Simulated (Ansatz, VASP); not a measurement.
## One calculation of TiB, two programs

```
Ti B
1.0
     6.16053    0.00000    0.00000
     0.00000    3.08027    0.00000
     0.00000    0.00000    4.59020
Ti B
4 4
Direct
  0.67700 0.25000 0.37700
  0.32300 0.75000 0.62300
  0.82300 0.75000 0.87700
  0.17700 0.25000 0.12300
  0.52900 0.25000 0.89700
  0.47100 0.75000 0.10300
  0.97100 0.75000 0.39700
  0.02900 0.25000 0.60300
```

Change from the starting cell: volume scaled by 1.02.

Alike in both runs: task single point; functional PBEsol; k mesh 5 × 9 × 6; occupations fermi-dirac, width 0.05 eV; no spin polarisation.

```csv
,VASP,Ansatz
version,VASP 6.6.1,Ansatz 0.2.0
potentials or method,"VASP PAW PBE potentials, release 64 (Ti_sv, B)",Ansatz PAW
plane-wave cutoff (eV),520,420
valence electrons in the cell,60,60
```

|  | VASP | Ansatz | Ansatz less VASP |
| --- | --- | --- | --- |
| gap on the k mesh at the Fermi level (eV) | none | none | - |
| pressure (GPa) | -9.4 | -9.6 | -0.14 |
| largest component of the traceless stress (GPa) | 0.09 | 0.12 | +0.030 |
| rms of the force components (eV/Å) | 0.128 | 0.131 | +0.0026 |

Atom by atom the forces differ by 0.004 eV/Å (rms over components). A gap of «none» marks a metal or a gap that the smearing closes.

Caveats: the PAW data sets were made with another functional, which shifts forces and pressure a little (VASP); the PAW data sets come from PBE, with cores solved anew for the run's functional, which leaves a small shift of forces and pressure (Ansatz).
